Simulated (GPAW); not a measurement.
A run of GPAW 26.7.0:

run.py

```python
from ase import Atoms
from ase.eos import EquationOfState
from ase.io import Trajectory
from ase.units import GPa
from gpaw import GPAW, PW, setup_paths

setup_paths.insert(0, '.')

atoms = Atoms(['Al'],
              cell=[[0.0, 2.024805, 2.024805],
                    [2.024805, 0.0, 2.024805],
                    [2.024805, 2.024805, 0.0]],
              scaled_positions=[[0.0, 0.0, 0.0]],
              pbc=True)

traj = Trajectory('eos.traj', 'w')
volumes, energies = [], []
for x in [0.94, 0.96, 0.98, 1.0, 1.02, 1.04, 1.06]:
    a = atoms.copy()
    a.set_cell(atoms.cell * x**(1 / 3), scale_atoms=True)
    calc = GPAW(mode=PW(1100),
                xc='PBE',
                kpts={'size': (11, 11, 11), 'gamma': True},
                occupations={'name': 'fermi-dirac', 'width': 0.05},
                setups='sg15',
                nbands=-6,
                convergence={'density': 1e-05, 'energy': 1e-05},
                maxiter=150,
                txt=f'eos-{x:.2f}.txt')
    a.calc = calc
    energies.append(a.get_potential_energy(force_consistent=True))
    volumes.append(a.get_volume())
    p = -a.get_stress()[:3].mean() / GPa
    calc.write(f'eos-{x:.2f}.gpw')
    traj.write(a)
    print(f'{x:.2f} {volumes[-1]:10.4f} A^3 {energies[-1]:14.6f} eV {p:9.3f} GPa', flush=True)

v0, e0, B = EquationOfState(volumes, energies, eos='birchmurnaghan').fit()
print(f'V0 = {v0:.4f} A^3, E0 = {e0:.6f} eV, B0 = {B / GPa:.2f} GPa')
```

Potentials or basis: SG15 ONCV 1.2, pw.

The run is started by

```console
$ OMP_NUM_THREADS=1 python run.py
```

Hardware: 1 thread of Arm Neoverse V1, with other jobs on the host.

**Question.** How long does it take, and how much memory?

**Answer.** It took 120 s on 1 thread of Arm Neoverse V1, on a shared host, peak memory 0.23 GiB. Counts: scf iterations 56, plane waves 1313, bands 11, k points 56.
